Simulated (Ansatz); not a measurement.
# F, space group C2/c: an optical spectrum

With Ansatz's Python interface.

Contents of `f.vasp`:
```text
F
1.0
   2.55632242   -1.58402725    0.00000000
   2.55632242    1.58402725    0.00000000
  -0.56211060    0.00000000    6.59770890
F
4
Direct
   0.59583288    0.91533597    0.59795550
   0.08466403    0.40416712    0.90204450
   0.40416712    0.08466403    0.40204450
   0.91533597    0.59583288    0.09795550
```

Run as a notebook:

```python
import ansatz as az
from ase.io import read
import numpy as np
```

```python
atoms = read("f.vasp", format="vasp")
structure = az.Crystal.from_ase(atoms)
```

```python
[site.symbol for site in structure.resolved().sites]
```

    ['F', 'F', 'F', 'F']

```python
setup = (
    structure.calculation()
    .functional("r2scan")
    .pseudopotentials("paw")
    .basis(21 * az.Ha)
    .kpoints(8, 8, 4)
    .occupations(az.OccupationsMethod.FIXED)
    .scf(tolerance=1e-10)
    .optics(energy_step=0.1, nscf_kmesh=(8, 8, 4), spectra_wanted_up_to=10)
)
res = setup.run()
spectra = res.optics()
energy, filling = np.asarray(spectra.photon_energy_ev), spectra.band_filling
gapped = filling.kind == "insulating"
eps1 = np.asarray(filling.eps1 if gapped else filling.eps1_interband)[:3].mean(axis=0)
eps2 = np.asarray(filling.eps2 if gapped else filling.eps2_interband)[:3].mean(axis=0)
print("filling:", filling.kind, "- valid up to", round(spectra.valid_up_to_ev, 2), "eV,", spectra.n_bands, "bands")
top = min(10, spectra.valid_up_to_ev)
# mean of xx, yy and zz; between bands only where the bands are partly filled
print("E (eV)    eps1      eps2")
for e in np.arange(0.5, top + 0.01, 0.5):
    print(f"{e:5.1f} {np.interp(e, energy, eps1):9.3f} {np.interp(e, energy, eps2):9.3f}")
if gapped:
    print("eps_inf, bands beyond those summed included:", np.round(filling.eps_inf[:3], 3))
print("f-sum electrons:", np.round(filling.get("f_sum_n_eff"), 3))
```

    DeckWarning: scf.convergence.dr2_threshold = 1e-10 eV is looser than 1e-11 eV, the default for `output.optics` on PAW and all-electron files: empty levels that such a close leaves unsettled move lines of the spectra; leave scf.convergence.dr2_threshold unset, [...]
    filling: insulating - valid up to 18.39 eV, 22 bands
    E (eV)    eps1      eps2
      0.5     1.890     0.000
      1.0     1.902     0.000
      1.5     1.924     0.000
      2.0     1.958     0.000
      2.5     2.012     0.000
      3.0     2.102     0.000
      3.5     2.302     0.001
      4.0     2.704     0.399
      4.5     2.321     1.664
      5.0     0.681     0.594
      5.5     1.431     0.001
      6.0     1.739     0.000
      6.5     1.946     0.000
      7.0     2.233     0.047
      7.5     2.432     0.337
      8.0     2.348     0.494
      8.5     2.410     0.658
      9.0     3.226     0.025
      9.5     4.285     2.212
     10.0     3.709     3.170
    eps_inf, bands beyond those summed included: [1.572 1.901 2.963]
    f-sum electrons: [4.191 4.764 6.614]

Caveats:
- No spin polarisation was allowed.
- Averages over directions belong to no single polarisation, least of all in layered crystals.
- This isn't the structure that F takes at ambient conditions.
- Warnings are shown shortened and without file and line.
- Independent-particle spectra on Kohn-Sham bands hold no excitons, and semilocal gaps are too small.
- Hardware and time: 55 s on 1 thread of Intel(R) Xeon(R) Platinum 8488C (Sapphire Rapids), with other jobs on the host, peak memory 0.97 GiB.
